# Six metals under pressure: questions on the bulk modulus

Squeeze a piece of metal evenly from all sides and it loses a little volume. The bulk modulus is the extra pressure divided by the relative loss of volume, so a large value means a metal that hardly gives way. The table sets values computed with the PBE density functional beside measured ones. Each computed modulus belongs to the volume at which the computed crystal has its lowest energy, which differs from the volume of the given cell.

JDFTx 1.7.0 (patched build), PBE without spin–orbit coupling, for six elemental metals, with Fermi–Dirac smearing of 0.05 eV; only nickel is spin-polarised, started ferromagnetic. Each computed bulk modulus is taken at the energy minimum of a Birch–Murnaghan fit to energies at seven volumes within 6% of the given cell.

```
formula  space group  volume of the given cell (Å³/atom)             potentials or basis  wave cutoff (eV)    k-mesh  computed bulk modulus (GPa)  measured bulk modulus (GPa)  range of the values found (GPa)                                                                                                                what was measured, and how                         source  computed over measured, less one (%)
     Al        Fm-3m                               16.60  PseudoDojo SR PBE 0.5 standard               544  11x11x11                         79.7                         76.9                        one value                                                                                         bulk modulus; literature experiment; bulk crystal             pmc:3831299 (2013)                                   3.6
     Ni        Fm-3m                               10.49  PseudoDojo SR PBE 0.5 standard              1333  13x13x13                        198.7                          180                        one value                                                                                 measured bulk modulus of fcc Ni; not stated; bulk crystal  arXiv:cond-mat/0202277 (2002)                                  10.4
     Ta        Im-3m                               18.01  PseudoDojo SR PBE 0.5 standard               789  11x11x11                        194.7                          194                       194 to 198                                                                        experimental value at ambient conditions; not stated; bulk crystal        arXiv:1910.08312 (2019)                                   0.4
     Rh        Fm-3m                               13.67  PseudoDojo SR PBE 0.5 standard              1197  12x12x12                        257.4                          264                        one value                                                                                              K0 from ultrasound; ultrasound; bulk crystal            pmc:11535440 (2024)                                  -2.5
      W        Im-3m                               15.85  PseudoDojo SR PBE 0.5 standard              1007  12x12x12                        301.2                          307                        one value  isotropic polycrystalline bulk modulus K, bounded above by the literature value in the fit; surface Brillouin spectroscopy; bulk crystal        arXiv:1710.07581 (2017)                                  -1.9
     Ir        Fm-3m                               14.06  PseudoDojo SR PBE 0.5 standard               925  12x12x12                        350.3                          339                        one value                                                     B0 at ambient pressure, third-order Birch-Murnaghan; high-pressure powder XRD; powder             pmc:6586894 (2019)                                   3.3
```

## 1. Which metal resists compression most, and what does that mean in practice?

Iridium does, with a computed modulus of 350 GPa; aluminium, at 80 GPa, resists least. To take one per cent off the volume of iridium requires about $0.01 \times 350 = 3.5$ GPa. Aluminium needs only 0.8 GPa for the same loss. These figures describe the elastic response to a uniform squeeze. They do not tell at what load a part bends or yields, which depends on shear and on defects.

The calculation puts the six metals in the measured order, with one exception. It places nickel slightly above tantalum, whereas the measured values have nickel below. The two metals are close enough for a modest error to exchange them, and nickel has the largest error in the table.

## 2. Nickel and tantalum have nearly the same modulus. Does squeezing them cost the same energy per atom?

Picture a mattress made of many small springs. Its resistance to pressure depends on how stiff each spring is and on how many springs are packed into a given space. Many weak springs set close together can match fewer strong ones set further apart. The analogy holds for small changes of volume; the electrons of a metal are shared by the whole crystal and do not form separate springs between pairs of atoms.

For a crystal the same thought takes a simple form. Let $V$ be the volume per atom at the energy minimum, $B$ the bulk modulus there and $x$ a small relative change of volume. The energy per atom then rises by

$$\Delta E \approx \tfrac{1}{2}\,BV\,x^2 .$$

The product $BV$ is the stiffness of one atom's share of the crystal, and it is an energy. The modulus is this stiffness divided by the volume per atom.

For nickel the computed minimum lies at 10.9 Å³ per atom, and $BV$ is 13.5 eV. For tantalum the values are 18.2 Å³ and 22.2 eV. For the same relative loss of volume, tantalum thus takes much more energy per atom, but nickel packs more atoms into each cubic centimetre. The two effects nearly cancel, and similar moduli result from quite different metals.

## 3. What makes one atom's share stiffer than another's?

Aluminium and tungsten make a useful pair, because their volumes per atom are almost equal, 16.5 and 16.2 Å³. Packing therefore can't explain why tungsten's modulus is nearly four times as large. The difference lies in the stiffness per atom, and the obvious chemical difference is that tungsten bonds through d electrons as well as through the more mobile outer electrons. Aluminium has only three outer electrons, which behave much like a gas of nearly free particles.

The theory of d bonding explains why this matters. When atoms meet, their d orbitals combine into a band of states. Electrons in the lower part of the band draw the atoms together, while those in the upper part weaken the bond. The crystal settles where this pull is balanced by the energy cost of crowding electrons into less space. When the crystal is squeezed further, that cost grows faster than the pull and pushes the atoms back. The faster this balance tips, the narrower the energy minimum and the stiffer the metal. Strong bonding helps, because it makes both opposing forces large.

Tantalum and tungsten are neighbours with the same crystal structure. Tungsten has one more electron, and it enters states that still help bonding. The stiffness per atom rises by 37% and the volume shrinks, so that the modulus rises by 55%. The table and the fitted volumes show these changes; that the added electron causes them is the argument from band filling.

Rhodium and iridium also share a structure, and they have the same number of outer electrons. Here the change is from 4d to 5d orbitals, which reach further from the nucleus and overlap more strongly with those of neighbouring atoms. Iridium's stiffness per atom is 40% higher, although its volume is slightly larger. Nickel stands above rhodium in the same part of the periodic table, one column further on. Its compact 3d orbitals overlap less, and its d band is fuller, so that more electrons sit in states that weaken the bond. Both should lower the stiffness per atom, and the table can't separate them.

This gives a rule for a first guess about a neighbouring metal. Ask whether an added electron enters bonding or antibonding d states, then whether the d orbitals reach far enough to overlap well. Finally, ask how much volume each atom occupies.

## 4. If a half-filled d band bonds best, why is iridium stiffer than tungsten?

Tungsten lies near the middle of its row, where the bonding states are nearly full and the antibonding ones nearly empty. Iridium has three more electrons, some of which must occupy states that weaken the bond. From bonding alone, tungsten might be thought the stiffer metal. The calculation gives iridium a modulus 16% higher.

Most of that lead comes from packing. The stiffness per atom is only 4% higher in iridium, while the volume per atom is 12% larger in tungsten. Multiplying the two gives $1.04 \times 1.12 \approx 1.16$, the ratio of the moduli. Even so, band filling alone would lead one to expect a softer share per atom in iridium, and that isn't what the calculation gives. Stiffness also depends on how quickly the opposing forces change with distance, and iridium's tighter d shells are expected to make that change steeper. Its modulus does rise faster under pressure, by 5.0 GPa per GPa against 3.8 for tungsten, which fits this reading without proving it. The two metals also differ in crystal structure, so this comparison is less clean than the two pairs above.

The growing nuclear charge gives a reason for the small volume. Along the row it pulls the d shells inwards, and the crystal can stay compact even after the best filling for bonding has been passed. The strongest bond and the highest modulus therefore need not belong to the same element.

## 5. What would change if the modulus were taken at the given cell?

A spring that hardens as it is pressed makes the point. Its stiffness depends on the length at which it is tested, and a crystal's modulus likewise depends on its volume. In five of the six metals the given cell is smaller than the computed minimum, so the crystal would be tested while already compressed. Aluminium is the exception; its given cell is slightly too large.

Let $B_0$ and $V_0$ be the modulus and volume at the minimum, and let $B'$ be the rise of the modulus per unit of pressure $P$. The definition of the modulus gives $dP = -B\,dV/V$. If $B'$ stays constant, then $dB = B'\,dP = -B'B\,dV/V$. Summing these small steps from $V_0$ to $V$ yields

$$B(V)=B_0\left(\frac{V_0}{V}\right)^{B'} .$$

Nickel shows how strong the effect can be. Its fitted curve of energy against volume gives $B' = 4.88$, and its minimum lies 3.9% above the given cell. The estimate is

$$B \approx 198.7 \times 1.039^{4.88} \approx 240\ \text{GPa}.$$

A shift in volume of four per cent has raised the modulus by about a fifth. Compared with the measured value, the error would grow from 10% to 33%.

The formula can be compared with the curvature of three computed energies at and around the given cell. Over the six metals it agrees to within half a per cent, whereas an unchanging modulus would miss by up to 17%. Those three energies were among the seven used to obtain $B_0$, $V_0$ and $B'$ for each metal, nickel included. The agreement therefore supports the short formula as a summary of the energy curve; it is no independent test of the metal's behaviour.

With no derivative at hand, $B' = 4$ is a serviceable first guess. It misses by up to 3.6% here, with the largest errors for nickel, rhodium and iridium, whose own derivatives are near 5.

## 6. Why is nickel's error so much larger than the others?

The compressed given cell is a tempting explanation, but the listed modulus was taken at the minimum. Nor does the high value come from the form of the fitted curve, although few of its volumes lie beyond the minimum. Three energies close to the minimum give 199 GPa directly. The high modulus is present in the computed energies themselves.

Part of the gap may belong to the measured value, since the table lists only one for nickel and its method isn't stated. Measured values also contain the softening caused by thermal motion, which the calculation leaves out. What remains probably belongs mostly to the functional, but two checks are missing: whether the calculation, which was started ferromagnetic, ended in that state, and whether a finer k-mesh would change the result.

## 7. Which digits can be trusted, and do simple metals fare better than d metals?

At the settings used, the energy curves define the computed moduli to about three figures, but agreement with nature is a coarser matter. Since $B'$ lies between about 4 and 5, a step of half a per cent in volume along one energy curve changes the modulus by 2 to 3%. That is already the typical size of the errors outside nickel. A good modulus therefore doesn't prove that the whole energy curve is right, because an error in the equilibrium volume and one in the curvature can offset each other. Nor does a good volume guarantee a good modulus.

The measurements limit the comparison as well. Tantalum is 0.4% too stiff against its listed value but 1.7% too soft against the upper end of its measured range. Iridium is 3.3% too stiff against a single powder measurement, and a modulus fitted to such data depends on the pressure derivative that goes with it. Tungsten's listed value comes from a fit in which a literature value set the upper limit, so it isn't a fully independent measurement. Errors this small are therefore insecure, and the metals shouldn't be ranked by them.

Aluminium's error of 3.6% amounts to less than 3 GPa. The table doesn't give the temperature of the measurement. If it was made at room temperature, a value for the cold, stiffer metal would lie closer to the computed one. Aluminium is also sensitive to the k-mesh, and no test with a finer mesh is shown, so part of the small difference may come from the settings. The d metals other than nickel have errors no larger than aluminium's, and of both signs. With aluminium as the only simple metal, the table gives no ground for a separate correction for each type of bonding.

The large contrasts are safe: iridium resists compression more than four times as strongly as aluminium. A difference of a few per cent between two metals calls for a careful measurement. For the heavy metals tantalum, tungsten and iridium, a specialist would also test the effect of spin–orbit coupling before blaming the functional for an error of that size.
